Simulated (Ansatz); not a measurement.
CuI (Marshite):

```xyz
2
Lattice="0.0000 3.0315 3.0315 3.0315 0.0000 3.0315 3.0315 3.0315 0.0000" Properties=species:S:1:pos:R:3 pbc="T T T"
I     0.0000    0.0000    0.0000
Cu    4.5473    4.5473    4.5473
```

Program: Ansatz 0.2.0. Alike in all runs: cell as given.

Task: Order these runs on this cell by their band gap on the k mesh, lowest first.
A. level PBEsol+D4; potentials or basis Ansatz PAW; spin collinear, zero start; k mesh 8 × 8 × 8; cutoff (eV) 420; smearing tetrahedron; other keys magnetization = spin_polarized True; hamiltonian.dispersion = d4; mesh quality not flagged
B. level HSEsol+D4; potentials or basis Ansatz PAW; spin SOC, no magnetisation; k mesh 4 × 4 × 4; cutoff (eV) 420; smearing fermi-dirac 0.1 eV; mesh quality coarse
C. level PBE+U; potentials or basis Ansatz PAW earlier set; spin off; U Cu d U = 6.2 eV; k mesh 8 × 8 × 8; cutoff (eV) 700; smearing fixed; hubbard projectors all-electron-ortho-atomic; double counting fll (the default); mesh quality not flagged

Result: A (1.01 eV), C (2.11 eV), B (2.29 eV).

Caveats: some runs use coarse meshes; spin-orbit coupling is left out, which moves the levels of the heavy elements (some runs); the dispersion damping was fitted for another functional or another form of the correction (some runs).
